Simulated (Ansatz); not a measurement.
Pd:

```
Pd
1.0
    -1.57228    1.57228    1.57228
     1.57228   -1.57228    1.57228
     1.57228    1.57228   -1.57228
Pd
1
Cartesian
  0.0000 0.0000 0.0000
```

This isn't the form of Pd at room conditions, which is fcc.

Below is the output of Ansatz 0.2.0 for this cell. Logs are shortened: lines on timing, memory, paths and dates and some standing lists are left out, and cuts for length are marked.

```text
Warning: RAYON_NUM_THREADS=1 ignored (pool sized by the plan → 1); use --threads N
LAPW: plane waves up to 8.460 Å⁻¹, error target 1.0e-3 eV per atom; small_component_spin mean_spin; Pd in spheres of 1.362 Å, 28 of its electrons in bands, Dirac shells [] (how accurate: hamiltonian.pseudopotentials.lapw.basis_error, Limitations)
Engine: ansatz 0.2.0, aarch64-unknown-linux-gnu
Pseudopotentials: kind: all_electron
Pseudopotential: Pd, LAPW, valence charge 28, lapw/all_electron/scalar/gaussian/Pd, Koelling and Harmon's equation, gaussian nucleus
Functional definition: SPW92
  exchange = slater_x
  correlation = pw_c
Crystal: 1 atoms, lattice volume = 15.547 Å³
Basis set: ecut = 272.6583977906483 eV, 141 PW (Γ), exchange–correlation at level 2
Bands: 18, of which v1, the nominal top of the filled ones, is band 14 counted from 1 (13 counted from 0)
Symmetry: 48 space group operations
Space group: Im-3m (ITA 229), of the structure as read, at distance tolerance 2.5e-5 Å
k-points: 72 of 1728
Non-local potential: Pd, projectors of the file, none
Initial density: superposition of atomic densities (chi_scale 0.1, normalization cell)
Initial wavefunctions: plane waves of lowest kinetic energy (no species holds an atomic orbital)
Functional: x = slater, c = lda
iter 1 solved again at ethr=1.23e-3 eV; its pass at ethr=1.00e-1 eV (dr2=3.44e-1 eV) is discarded
SCF iter   1: F=—  HF=-137179.585858 eV  |F-HF|=—  |Δ(HF+E_count)|=         —  Δρ=5.88e-2  dr2=3.45e-1  ethr=1.23e-3  ⟨swp⟩=2.2  Hψ=8208  notcnv=0
preconditioner: auto → Kerker (q_TF=auto, 3.009 Å⁻¹)  [metal: Δε(μ)=0.036 eV  Ē_g=12.900 eV  σ=0.050 eV  W_gap=0.18  n_scr=12 (ndim 8)  ℏωp=29.8 eV  f_vac=0.000  D(μ)=1.01/eV (n_scr^D=12)]
iter 2 solved again at ethr=1.02e-5 eV; its pass at ethr=1.23e-3 eV (dr2=2.87e-3 eV) is discarded
SCF iter   2: F=—  HF=-137178.690823 eV  |F-HF|=—  |Δ(HF+E_count)|=   8.95e-1  Δρ=5.21e-3  dr2=2.86e-3  ethr=1.02e-5  ⟨swp⟩=2.1  Hψ=6361  notcnv=0
SCF iter   3: F=—  HF=-137178.451554 eV  |F-HF|=—  |Δ(HF+E_count)|=   2.39e-1  Δρ=1.44e-2  dr2=2.79e-2  ethr=1.02e-5  ⟨swp⟩=3.0  Hψ=4284  notcnv=0
SCF iter   4: F=—  HF=-137178.438082 eV  |F-HF|=—  |Δ(HF+E_count)|=         —  Δρ=5.98e-3  dr2=5.86e-3  ethr=1.02e-5  ⟨swp⟩=2.0  Hψ=3639  notcnv=0
the basis was enlarged: its passes take 586.9 KiB over the memory plan, 1 of 1 planned eigensolver slots
SCF iter   5: F=—  HF=-137178.438616 eV  |F-HF|=—  |Δ(HF+E_count)|=   5.35e-4  Δρ=1.40e-3  dr2=3.33e-4  ethr=1.02e-5  ⟨swp⟩=2.0  Hψ=3578  notcnv=0
SCF iter   6: F=—  HF=-137178.438612 eV  |F-HF|=—  |Δ(HF+E_count)|=   4.13e-6  Δρ=3.44e-4  dr2=1.01e-5  ethr=1.19e-6  ⟨swp⟩=2.0  Hψ=3638  notcnv=0
SCF iter   7: F=—  HF=-137178.438611 eV  |F-HF|=—  |Δ(HF+E_count)|=   1.67e-6  Δρ=5.81e-5  dr2=3.16e-7  ethr=3.62e-8  ⟨swp⟩=2.0  Hψ=3638  notcnv=0
SCF iter   8: F=-137178.438611 eV  HF=-137178.438611 eV  |F-HF|=4.37e-10  |Δ(HF+E_count)|=   2.24e-9  Δρ=5.64e-6  dr2=2.26e-9  ethr=1.13e-9  ⟨swp⟩=2.0  Hψ=3638  notcnv=0
SCF 1 converged in 8 iterations: F = -137178.438611 eV  dr2 = 2.26e-9
NSCF: frozen V_eff on 61 k-points
SCF converged after 8 iterations
Free energy (F): -137178.438611 eV
Harris-Foulkes:  -137178.438611 eV  (|F-HF|=4.37e-10)
Internal energy: -137178.428197 eV  (E = F + TS)
E sigma→0 (E₀):  -137178.433404 eV
Entropy (-TS):   -0.010414 eV (-10.414 meV/atom)
Fermi energy:    19.669939 eV
--- Per-component energies (eV) ---
  E_band       = -3180.876224
  E_kinetic    = 143118.697706
  E_xc         = -3792.035649
  E_electrostatic = -276505.090254  (all electrons and nuclei)
  E_smearing   = -0.010414  (= −TS)
  E_closure    = 0.000000  (closes the sum)
  E_atoms      = -137173.487985  (free atoms, spherical and without spin; not in F)
  Σ components = -137178.438611   (vs F -137178.438611, Δ=0.00e0)
  Basis errors (estimates in eV, not in F): energy 2.5e-4 per atom: plane waves 2.3e-4 (1.2e-4 summed), levels above the bands 2.1e-149, relativity 3.9e-9, radial functions 2.2e-5, core shells 7.8e-8; eigenvalues (radial functions only) 5.8e-6; not estimated: angular momenta, meshes, grids; target (lapw.basis_error) 1.0e-3; muffin-tin radii Pd 1.362 Å
--- Forces (eV/Å), atoms counted from 1 ---
  atom   1  Pd     0.00000000    -0.00000000     0.00000000
  max |Σ_I F_I| component: 2.47e-31 eV/Å
--- Stress (GPa, compression-positive) ---
      -15.320638      -0.000000       0.000000
       -0.000000     -15.320638       0.000000
        0.000000       0.000000     -15.320638
  P = ⅓ Tr σ = -15.3206 GPa (-153.206 kbar)
--- Band table (eV; the first three rows and the last of 72) ---
  k-point 0: bands = ["-304.6910", "-304.6910", "-304.6910", "-304.6569", "-304.6569", "-64.0688", "-29.6658", "-29.6658", "-29.6658", "12.8283", "16.9295", "16.9295", "16.9295", "18.8217", "18.8217", "38.7135", "38.7135", "38.7135"]
  k-point 1: bands = ["-304.6910", "-304.6910", "-304.6910", "-304.6569", "-304.6569", "-64.0656", "-29.6898", "-29.6741", "-29.6656", "13.0822", "16.8465", "16.9330", "17.1068", "18.7275", "18.8280", "38.5177", "38.7321", "39.0076"]
  k-point 2: bands = ["-304.6910", "-304.6910", "-304.6910", "-304.6569", "-304.6569", "-64.0569", "-29.7552", "-29.6969", "-29.6653", "13.7760", "16.6266", "16.9469", "17.6150", "18.5589", "18.8507", "37.3078", "38.3382", "39.8193"]
  k-point 71: bands = ["-304.6910", "-304.6910", "-304.6910", "-304.6569", "-304.6569", "-63.9842", "-29.9277", "-29.9277", "-29.9277", "14.8417", "14.8417", "19.8936", "19.8936", "19.8936", "28.5972", "28.5972", "28.5972", "36.3597"]
```

Problem. What input gives this log?

Solution. Band structure with LDA, no spin polarisation. The files as run (others can give the same):

input.yaml
```yaml
crystal:
  lattice:
    - [-1.572281, 1.572281, 1.572281]
    - [1.572281, -1.572281, 1.572281]
    - [1.572281, 1.572281, -1.572281]
  atoms:
    - { symbol: Pd, position: [0.0, 0.0, 0.0] }
kpoints:
  mp_grid: { grid: [12, 12, 12] }
  band_path:
    path:
      - [0.0, 0.0, 0.0]
      - [0.5, -0.5, 0.5]
      - [0.0, 0.0, 0.5]
      - [0.0, 0.0, 0.0]
      - [0.25, 0.25, 0.25]
      - [0.5, -0.5, 0.5]
    npoints: 12
scf:
  occupations: { method: fermi_dirac, width: 0.05 }
hamiltonian:
  xc: lda
  pseudopotentials: { kind: all_electron, lapw: { basis_error: 0.001 } }
output:
  forces: true
  stress: true
  eigenvalues: true
```

Potentials or basis: all-electron LAPW, scalar-relativistic.
Launch:
```bash
$ ansatz run input.yaml --threads 1 --pin off --max-ram 3072MiB --backend cpu --events-out ev --progress --plain --runs-dir out
```
